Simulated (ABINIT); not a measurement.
Here is an ABINIT 10.8.3 (patched build) calculation.

run.abi

```
# Datasets: ground state, then fixed potential
ndtset 2

# Pseudopotentials
pp_dirpath "./"
pseudos "In.upf, P.upf"

# Structure
acell 3*1.0 Angstrom
rprim
     0.0000000000     2.9305000000     2.9305000000
     2.9305000000     0.0000000000     2.9305000000
     2.9305000000     2.9305000000     0.0000000000
ntypat 2
znucl 49 15
natom 2
typat 1 2
xcart
     0.0000000000     0.0000000000     0.0000000000
     8.3067636123     8.3067636123     8.3067636123

# Plane-wave basis
ecut 1006.821291 eV

# Exchange and correlation
ixc 7

# Bands and occupations
occopt 3
tsmear 0.05 eV

# SCF cycle
nstep 100

# Output
iomode 3
prtwf 0
prteig 0
prtebands 0
prtden1 1

# Dataset 1
kptopt1 1
ngkpt1 8 8 8
nshiftk1 1
shiftk1 0.0 0.0 0.0
nband1 17
tolvrs1 1.0e-10

# Dataset 2: bands along G-X-W-K-G-L-U-W-L-K
iscf2 -2
getden2 1
nband2 21
nbdbuf2 2
tolwfr2 1.0e-12
kptopt2 -9
ndivsm2 5
prteig2 1
kptbounds2
     0.0000000000     0.0000000000     0.0000000000
     0.5000000000     0.0000000000     0.5000000000
     0.5000000000     0.2500000000     0.7500000000
     0.3750000000     0.3750000000     0.7500000000
     0.0000000000     0.0000000000     0.0000000000
     0.5000000000     0.5000000000     0.5000000000
     0.6250000000     0.2500000000     0.6250000000
     0.5000000000     0.2500000000     0.7500000000
     0.5000000000     0.5000000000     0.5000000000
     0.3750000000     0.3750000000     0.7500000000
```

Potentials or basis: PseudoDojo NC SR LDA v0.4 stringent.

Run with:

```console
$ abinit run.abi > log 2>&1
```

Task: What does it give for the pressure?

Result: -1.8 GPa.

Task: Predict the band gap on the k mesh.

Result: 0.48 eV, direct.

Levels at the corners of the path, in eV from the valence-band top:
```csv
point,band 11,band 12,band 13,band 14,band 15,band 16
Γ,0.00,0.00,0.00,0.48,3.96,3.96
X,-5.87,-2.36,-2.36,1.60,2.12,9.00
W,-5.73,-3.00,-2.97,4.19,4.27,5.41
K,-5.73,-3.37,-1.97,2.21,4.27,7.38
Γ,0.00,0.00,0.00,0.48,3.96,3.96
L,-5.84,-0.99,-0.99,1.31,4.70,4.70
U,-5.73,-3.37,-1.97,2.21,4.27,7.38
W,-5.73,-3.00,-2.97,4.19,4.27,5.41
L,-5.84,-0.99,-0.99,1.31,4.70,4.70
K,-5.73,-3.37,-1.97,2.21,4.27,7.38
```

Caveat: spin-orbit coupling is left out, which moves the levels of the heavy elements.

**Experimental background.**

A printed reference work, data compilation reports, for a bulk crystal of InP at 1.6 K: band gap 1.4236 eV (direct).

Measured gap of InP: 1.4236 eV (direct; 1.6 K; a printed reference work, data compilation). This calculation gives 0.48 eV (-0.94 eV). Spin-orbit coupling on In is left out. The value is that of LDA, without temperature or zero-point motion. Semilocal functionals fall short of measured gaps as a rule.
